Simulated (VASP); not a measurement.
# InAs: relaxation of the cell, by functional

InAs, F-43m (no. 216), 2 atoms in the cell.

| Functional | Volume (A^3) | Pressure left (GPa) | Ionic steps | SCF steps in all | Time (s) |
|---|---|---|---|---|---|
| HTBS | 56.942 | 0.01 | 3 | 34 | 54 |
| Slater-Chachiyo | 54.978 | -0.01 | 1 | 13 | 16 |
| APBE | 60.281 | 0.02 | 3 | 38 | 57 |
| XLYP | 63.672 | 0.00 | 5 | 51 | 94 |

## Input of the first row

INCAR:
```
SYSTEM = InAs
PREC = Accurate ; ENCUT = 600
EDIFF = 1E-7 ; ISMEAR = 0
SIGMA = 0.02 ; LREAL = .False.
LASPH = .True. ; ALGO = Normal
NELM = 100 ; ISIF = 3
LWAVE = .False. ; LCHARG = .False.
IBRION = 2 ; NSW = 40
EDIFFG = -0.01 ; GGA_COMPAT = .False.
GGA = LIBXC ; LIBXC1 = GGA_X_HTBS
LIBXC2 = GGA_C_PBE
```

KPOINTS:
```
k-points
0
Gamma
  7 7 7
```

POSCAR:
```
InAs
1.0
    0.0000000000      3.0180000000      3.0180000000
    3.0180000000      0.0000000000      3.0180000000
    3.0180000000      3.0180000000      0.0000000000
In As
1 1
Direct
    0.0000000000      0.0000000000      0.0000000000
    0.7500000000      0.7500000000      0.7500000000
```

Commands:
```
cat potpaw_PBE.64/In_d/POTCAR potpaw_PBE.64/As/POTCAR > POTCAR
mpirun -np 1 vasp_std > vasp.out
```

Changes of the last row against the first:
```
- LIBXC1 = GGA_X_HTBS
- LIBXC2 = GGA_C_PBE
+ LIBXC1 = GGA_XC_XLYP
```

VASP 6.6.1 took 54 s on 1 core (Intel Xeon Platinum 8259CL @ 2.50GHz (Skylake/Cascade Lake)), a shared host.
